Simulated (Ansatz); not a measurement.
MgS under changes of volume

One of the cells (22.740 Å³/atom); the others are scaled copies at fixed shape and fractional positions:

```
CELL_PARAMETERS angstrom
0.00000 2.83312 2.83312
2.83312 0.00000 2.83312
2.83312 2.83312 0.00000
ATOMIC_POSITIONS crystal
S 0.25000 0.25000 0.25000
Mg 0.00000 0.00000 0.00000
```

The cell comes from a database or a generator and needn't be the stable form of this composition.

- Program: Ansatz 0.2.0
- Functional: PBEsol
- Potentials or basis: Ansatz PAW earlier set
- Cutoff: 620 eV (not typed: the program's choice for these potentials)
- k mesh: 8 × 8 × 8
- Occupations: fermi-dirac, width 0.05 eV
- Spin: no spin polarisation

| volume (Å³/atom) | energy over the lowest point (meV/atom) | pressure (GPa) | gap on the mesh (eV) |
| --- | --- | --- | --- |
| 21.376 | 12.03 | 3.5 | 3.59 |
| 21.831 | 4.25 | 2.0 | 3.48 |
| 22.285 | ? | ? | ? |
| 22.740 | 0.00 | -0.4 | 3.28 |
| 23.195 | 2.81 | -1.5 | 3.19 |
| 23.650 | 8.49 | -2.5 | 3.10 |
| 24.105 | 16.76 | -3.3 | 3.01 |

**Question.** What does the run at 22.285 Å³/atom give?

**Answer.** Energy over the lowest point 0.37 meV/atom; pressure 0.7 GPa; gap on the mesh 3.38 eV.

Worked out: A Birch-Murnaghan fit of order 3 (a polynomial in V^(-2/3)) to the other rows has its minimum at 22.56 Å³/atom with B0 = V·E''(V) = 58 GPa and B' = 4.1. It gives 0.37 meV/atom at 22.285 Å³/atom, against the run's 0.37, and -dE/dV = 0.7 GPa, against 0.7. A straight line through the other rows of the gap, of slope -4.81 eV per unit of ln V (its deformation potential), gives 3.38 eV, against the run's 3.38.

Energies are extrapolated to zero smearing.

Caveats: the PAW data sets come from PBE, with cores solved anew for the run's functional, which leaves a small shift of forces and pressure.

A mesh can miss the band edges.
